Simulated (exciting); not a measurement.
# ZnS (F-43m) in exciting: Wannier functions with PBEsol

Aim: the Wannier functions of ZnS with PBEsol.

Everything below comes from runs of exciting (release sodium). Logs are shortened: lines on timing, memory, paths and dates and some standing lists are left out, and cuts for length are marked.

**Experimental background.**

“Electronic, vibrational, and thermodynamic properties of ZnS (zincblende and rocksalt structure)”, 2009, arxiv:0911.5022 quotes, for a bulk crystal of ZnS at 19 K: band gap 3.85 eV (direct).

The results are compared with them further down.

### 1 The crystal as given

It takes space group F-43m (No. 216, cubic). Conventional cell: a = 5.404 Å, b = 5.404 Å, c = 5.404 Å, α = 90.00°, β = 90.00°, γ = 90.00°. Zn (site symmetry -43m) has 4 S at 2.34 Å as nearest neighbours. S (site symmetry -43m) is surrounded by 4 Zn at 2.34 Å.

### 2 Wannier functions, PBEsol

Contents of input.xml:

```xml
<input>
  <title>ZnS</title>
  <structure speciespath="./" tshift="false">
    <crystal scale="1">
      <basevect>0.000000000000 5.106039988739 5.106039988739</basevect>
      <basevect>5.106039988739 0.000000000000 5.106039988739</basevect>
      <basevect>5.106039988739 5.106039988739 0.000000000000</basevect>
    </crystal>
    <species speciesfile="Zn.xml" rmt="2">
      <atom coord="0.750000000000 0.750000000000 0.750000000000"/>
    </species>
    <species speciesfile="S.xml" rmt="1.9">
      <atom coord="0.000000000000 0.000000000000 0.000000000000"/>
    </species>
  </structure>
  <groundstate do="fromscratch" ngridk="6 6 6" rgkmax="7" gmaxvr="14" lmaxapw="10" lmaxmat="10" lmaxvr="8" xctype="GGA_PBE_SOL" stype="Gaussian" swidth="0.00018375" nempty="10" ValenceRelativity="iora*" epsengy="1e-05" epspot="1e-05" maxscl="60" outputlevel="normal"/>
  <properties>
    <wannier do="fromscratch">
      <group fst="5" lst="12" method="auto"/>
    </wannier>
  </properties>
</input>
```

Potentials or basis: all-electron LAPW+lo, shipped species files, valence relativity iora*.

Run with:

```
$ OMP_NUM_THREADS=4 exciting_smp
```

INFO.OUT:

```text
================================================================================
EXCITING SODIUM started
[... 10 lines left out ...]

 Lattice vectors (cartesian) :
      0.0000000000      5.1060399887      5.1060399887
      5.1060399887      0.0000000000      5.1060399887
      5.1060399887      5.1060399887      0.0000000000

 Reciprocal lattice vectors (cartesian) :
     -0.6152698883      0.6152698883      0.6152698883
      0.6152698883     -0.6152698883      0.6152698883
      0.6152698883      0.6152698883     -0.6152698883

 Unit cell volume                           :     266.2457174161
 Brillouin zone volume                      :       0.9316589797

 Species :    1 (Zn)
     parameters loaded from                 :    Zn.xml
     name                                   :    zinc
     nuclear charge                         :     -30.00000000
     electronic charge                      :      30.00000000
     atomic mass                            :  119198.67800000
     muffin-tin radius                      :       2.00000000
     # of radial points in muffin-tin       :     350

     atomic positions (lattice) :
       1 :   0.75000000  0.75000000  0.75000000

 Species :    2 (S)
     parameters loaded from                 :    S.xml
     name                                   :    sulphur
     nuclear charge                         :     -16.00000000
     electronic charge                      :      16.00000000
     atomic mass                            :   58452.74216000
     muffin-tin radius                      :       1.90000000
     # of radial points in muffin-tin       :     300

     atomic positions (lattice) :
       1 :   0.00000000  0.00000000  0.00000000

 Total number of atoms per unit cell        :       2

 Spin treatment                             :    spin-unpolarised

 Number of Bravais lattice symmetries       :      48
 Number of crystal symmetries               :      24

 k-point grid                               :       6    6    6
 Total number of k-points                   :      22
 k-point set is reduced with crystal symmetries

 R^MT_min * |G+k|_max (rgkmax)              :       7.00000000
 Species with R^MT_min                      :       2 (S)
 Maximum |G+k| for APW functions            :       3.68421053
 Maximum |G| for potential and density      :      14.00000000

 G-vector grid sizes                        :      36    36    36
 Total number of G-vectors                  :   12339

 Maximum angular momentum used for
     APW functions                          :      10
     computing H and O matrix elements      :      10
     potential and density                  :       8
     inner part of muffin-tin               :       2

 Total nuclear charge                       :     -46.00000000
 Total electronic charge                    :      46.00000000
 Total core charge                          :      22.00000000
 Total valence charge                       :      24.00000000

 Number of empty states                     :      10
 Total number of valence states             :      23

 Maximum Hamiltonian size                   :     249
 Maximum number of plane-waves              :     233
 Total number of local-orbitals             :      16

 Exchange-correlation type                  :      22
     PBEsol, Phys. Rev. Lett. 100, 136406 (2008)
     Generalised gradient approximation (GGA)

 Smearing scheme                            :    Gaussian
 Smearing width                             :       0.00018375

 Using multisecant Broyden potential mixing
[... 16 lines left out ...]
+ SCF iteration number :    1                                                  +
++++++++++++++++++++++++++++++++++++++++++++++++++++++++++++++++++++++++++++++++
 Total energy                               :     -2189.66989912
 _______________________________________________________________
 Fermi energy                               :         0.16184786
 Kinetic energy                             :      2229.96144032
 Coulomb energy                             :     -4324.47713089
 Exchange energy                            :       -92.77469728
 Correlation energy                         :        -2.37951127

 DOS at Fermi energy (states/Ha/cell)       :         0.00000000

 Electron charges :
     core                                   :        22.00000000
     core leakage                           :         0.00140916
     valence                                :        24.00000000
     interstitial                           :         4.24842292
     charge in muffin-tin spheres :
                  atom     1    Zn          :        27.96729974
                  atom     2     S          :        13.78427735
     total charge in muffin-tins            :        41.75157708
     total charge                           :        46.00000000

 Estimated fundamental gap                  :         0.08313631
        valence-band maximum at    1      0.0000  0.0000  0.0000
     conduction-band minimum at    1      0.0000  0.0000  0.0000

++++++++++++++++++++++++++++++++++++++++++++++++++++++++++++++++++++++++++++++++
+ SCF iteration number :    2                                                  +
++++++++++++++++++++++++++++++++++++++++++++++++++++++++++++++++++++++++++++++++
 Total energy                               :     -2193.44793668
 _______________________________________________________________
 Fermi energy                               :         0.16416720
 Kinetic energy                             :      2228.01398828
 Coulomb energy                             :     -4326.17706728
 Exchange energy                            :       -92.90242847
 Correlation energy                         :        -2.38242921

 DOS at Fermi energy (states/Ha/cell)       :         0.00000000

 Electron charges :
     core                                   :        22.00000000
     core leakage                           :         0.00139200
     valence                                :        24.00000000
     interstitial                           :         4.26673693
     charge in muffin-tin spheres :
                  atom     1    Zn          :        28.07527900
                  atom     2     S          :        13.65798407
     total charge in muffin-tins            :        41.73326307
     total charge                           :        46.00000000

 Estimated fundamental gap                  :         0.07967330
        valence-band maximum at    1      0.0000  0.0000  0.0000
     conduction-band minimum at    1      0.0000  0.0000  0.0000

 RMS change in effective potential (target) :  0.756054E-01  ( 0.100000E-04)
 Absolute change in total energy   (target) :   3.77804      ( 0.100000E-04)
 Charge distance                   (target) :  0.655706E-02  ( 0.100000E-04)

++++++++++++++++++++++++++++++++++++++++++++++++++++++++++++++++++++++++++++++++
+ SCF iteration number :    3                                                  +
++++++++++++++++++++++++++++++++++++++++++++++++++++++++++++++++++++++++++++++++
 Total energy                               :     -2193.37015083
 _______________________________________________________________
 Fermi energy                               :         0.16644023
 Kinetic energy                             :      2227.86413398
 Coulomb energy                             :     -4325.96581209
 Exchange energy                            :       -92.88563969
 Correlation energy                         :        -2.38283304
[... 291 lines left out ...]
 Electron charges :
     core                                   :        22.00000000
     core leakage                           :         0.00138760
     valence                                :        24.00000000
     interstitial                           :         4.31358200
     charge in muffin-tin spheres :
                  atom     1    Zn          :        28.11677772
                  atom     2     S          :        13.56964028
     total charge in muffin-tins            :        41.68641800
     total charge                           :        46.00000000

 Estimated fundamental gap                  :         0.07187645
        valence-band maximum at    1      0.0000  0.0000  0.0000
     conduction-band minimum at    1      0.0000  0.0000  0.0000

 RMS change in effective potential (target) :  0.133552E-07  ( 0.100000E-04)
 Absolute change in total energy   (target) :  0.597907E-06  ( 0.100000E-04)
 Charge distance                   (target) :  0.109279E-07  ( 0.100000E-04)

++++++++++++++++++++++++++++++++++++++++++++++++++++++++++++++++++++++++++++++++
+ SCF iteration number :   13                                                  +
++++++++++++++++++++++++++++++++++++++++++++++++++++++++++++++++++++++++++++++++
 Total energy                               :     -2193.33079846
 _______________________________________________________________
 Fermi energy                               :         0.16494226
 Kinetic energy                             :      2227.55410890
 Coulomb energy                             :     -4325.63812729
 Exchange energy                            :       -92.86380815
 Correlation energy                         :        -2.38297192

 DOS at Fermi energy (states/Ha/cell)       :         0.00000000

 Electron charges :
     core                                   :        22.00000000
     core leakage                           :         0.00138760
     valence                                :        24.00000000
     interstitial                           :         4.31358198
     charge in muffin-tin spheres :
                  atom     1    Zn          :        28.11677778
                  atom     2     S          :        13.56964024
     total charge in muffin-tins            :        41.68641802
     total charge                           :        46.00000000

 Estimated fundamental gap                  :         0.07187645
        valence-band maximum at    1      0.0000  0.0000  0.0000
     conduction-band minimum at    1      0.0000  0.0000  0.0000

 RMS change in effective potential (target) :  0.218404E-07  ( 0.100000E-04)
 Absolute change in total energy   (target) :  0.188780E-05  ( 0.100000E-04)
 Charge distance                   (target) :  0.274191E-08  ( 0.100000E-04)

++++++++++++++++++++++++++++++++++++++++++++++++++++++++++++++++++++++++++++++++
| Convergency criteria checked for the last 2 iterations                       +
| Convergence targets achieved. Performing final SCF iteration                 +
++++++++++++++++++++++++++++++++++++++++++++++++++++++++++++++++++++++++++++++++
 Total energy                               :     -2193.33079661
 _______________________________________________________________
 Fermi energy                               :         0.16494226
 Kinetic energy                             :      2227.55410954
 Coulomb energy                             :     -4325.63812616
 Exchange energy                            :       -92.86380807
 Correlation energy                         :        -2.38297192

 DOS at Fermi energy (states/Ha/cell)       :         0.00000000

 Electron charges :
     core                                   :        22.00000000
     core leakage                           :         0.00138760
     valence                                :        24.00000000
     interstitial                           :         4.31358200
     charge in muffin-tin spheres :
                  atom     1    Zn          :        28.11677775
                  atom     2     S          :        13.56964025
     total charge in muffin-tins            :        41.68641800
     total charge                           :        46.00000000

 Estimated fundamental gap                  :         0.07187645
        valence-band maximum at    1      0.0000  0.0000  0.0000
     conduction-band minimum at    1      0.0000  0.0000  0.0000

++++++++++++++++++++++++++++++++++++++++++++++++++++++++++++++++++++++++++++++++
[... 9 lines left out ...]
| EXCITING SODIUM stopped                                                      =
================================================================================
```

Wall time 81 s (4 threads of Intel Xeon Platinum 8375C at 2.90GHz (Ice Lake), shared host); peak memory 21 GiB.

What came out:

```yaml
Band_gap_on_the_k_mesh: 1.96 eV, direct
All_electrons_inside_the_program's_atomic_spheres: Zn 28.12; S 13.57 (radii Zn 2.0, S 1.9 bohr)
Total_Wannier_spread: 7.95 Å² over 8 functions
```

Wannier centres (Å) and spreads (Å²):
```
function       x       y       z  spread
       1   4.053   4.054   4.034   0.377
       2   4.072   4.054   4.053   0.378
       3   4.041   4.045   4.063   0.386
       4   4.054   4.072   4.053   0.377
       5   4.045   4.040   4.062   0.386
       6  -0.153  -0.078  -0.078   2.017
       7   0.078  -0.078   0.153   2.017
       8   0.079   0.153  -0.078   2.017
```

### 3 Comparison with measurements

Step 2. A measured gap of ZnS is 3.85 eV (direct; 19 K; quoted in “Electronic, vibrational, and thermodynamic properties of ZnS (zincblende and rocksalt structure)”, 2009, arxiv:0911.5022); the calculated 1.96 eV misses it by -1.89 eV. The value is that of PBEsol, without temperature or zero-point motion. Semilocal functionals fall short of measured gaps as a rule.
